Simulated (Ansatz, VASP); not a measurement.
## Sn4S: VASP beside Ansatz

```xyz
5
Lattice="-3.3251 3.3251 3.3251 3.3251 -3.3251 3.3251 3.3251 3.3251 -3.3251" Properties=species:S:1:pos:R:3 pbc="T T T"
Sn    1.6626   -1.6626    1.6626
Sn    1.6626    1.6626    1.6626
Sn    1.6626    1.6626   -1.6626
Sn   -1.6626    1.6626    1.6626
S     0.0000    0.0000    0.0000
```

Change from the starting cell: species swapped into the GeF4 type (I-43m, No. 217).

Alike in both runs: functional PBE; k mesh 8 × 8 × 8; occupations gaussian, width 0.1 eV; no spin polarisation.

Ansatz relaxed the structure, and its values are those at the end. VASP's run is a single point on that final structure, the one shown.

|  | VASP | Ansatz |
| --- | --- | --- |
| version | VASP 6.6.1 | Ansatz 0.2.0 |
| potentials or method | VASP PAW PBE potentials, release 64 (Sn_d, S) | scalar-relativistic, plane waves, PAW |
| plane-wave cutoff (eV) | 520 | 420 |
| valence electrons in the cell | 62 | 62 |

|  | VASP | Ansatz | Ansatz less VASP |
| --- | --- | --- | --- |
| gap on the k mesh at the Fermi level (eV) | none | none | - |
| pressure (GPa) | 0.0 | 0.0 | +0.05 |

A gap of «none» marks a metal or a gap that the smearing closes.
